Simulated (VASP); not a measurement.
Runs of VASP 6.6.1 on TiO2. It takes space group P4_2/mnm (No. 136, tetragonal). Conventional cell: a = 4.600 Å, b = 4.600 Å, c = 2.959 Å, α = 90.00°, β = 90.00°, γ = 90.00°. Around Ti (site symmetry mmm) lie 6 O at 1.95 to 1.98 Å. Around O (site symmetry m2m) lie 3 Ti at 1.95 to 1.98 Å. The cell is a database's computed one.

```tsv
level	exchange at q = 0	screening parameter	share of exact exchange	gap on the mesh (eV)	pressure (GPa)	largest force (eV/Å)
PBE0	truncated	-	-	4.09	-3.2	0.17
HSE06	-	0.2 1/A	-	3.35	-3.2	0.17
HSE03	-	-	-	3.07	(a)	(b)
r2SCAN-EpsX	truncated	-	0.1264	3.29	(c)	0.11
```

Alike in all rows: task band structure; potentials or basis VASP PAW PBE potentials, release 64 (Ti_sv, O); no spin polarisation; cell as given; k mesh 4 × 4 × 6; cutoff (eV) 520; smearing gaussian 0.02 eV.

**Question.** Estimate the missing entries.

**Answer.** (a) -2.8; (b) 0.16; (c) -2.7.

Caveats: the PAW data sets were made with another functional, which shifts forces and pressure a little.

